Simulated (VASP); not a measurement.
## Ge: single point with PBEsol

Crystal: Ge.

```
Ge
1.0
     4.05507    0.00000    0.00000
    -2.02754    3.51179    0.00000
     0.00000    0.00000    6.29831
Ge
4
Direct
  0.66667 0.33333 0.04017
  0.33333 0.66667 0.54017
  0.66667 0.33333 0.45983
  0.33333 0.66667 0.95983
```

The cell isn't the ideal one: strained and moved within the space group.

```yaml
Program: VASP 6.6.1
Task: single point
Functional: PBEsol
Potentials_or_basis: VASP PAW PBE potentials, release 64 (Ge_d)
Cutoff: 520 eV
k_mesh: 12 × 12 × 6
Occupations: gaussian, width 0.1 eV
Spin: no spin polarisation
```

```yaml
Pressure: 1.7 GPa
Largest_force: 1.583 eV/Å
Band_gap_on_the_k_mesh: none (metal or under the smearing width)
```

Forces on the atoms (eV/Å):
```
Ge   0.000  0.000  1.583
Ge   0.000  0.000  1.583
Ge   0.000  0.000 -1.583
Ge   0.000  0.000 -1.583
```

Stress tensor (GPa, compression positive):
```
 3.33  0.00  0.00
 0.00  3.33  0.00
 0.00  0.00 -1.47
```

Levels at points of the mesh, in eV from the Fermi level:
```
           k point  band 26  band 27  band 28  band 29  band 30  band 31
(0.00, 0.00, 0.00)    -1.43    -0.44    -0.44     0.19     1.35     2.28
(0.50, 0.00, 0.00)    -3.50    -2.21    -1.93    -0.19     1.67     4.35
(0.00, 0.00, 0.50)    -1.32    -1.32    -1.32    -0.44    -0.44     3.17
(0.50, 0.00, 0.50)    -2.84    -1.69    -1.69     0.62     0.62     1.73
```

Wall time 110 s on 1 thread of Intel(R) Xeon(R) 6975P-C (Granite Rapids), with other jobs on the host, peak memory 0.31 GiB.

Caveat: the PAW data sets were made with another functional, which shifts forces and pressure a little.
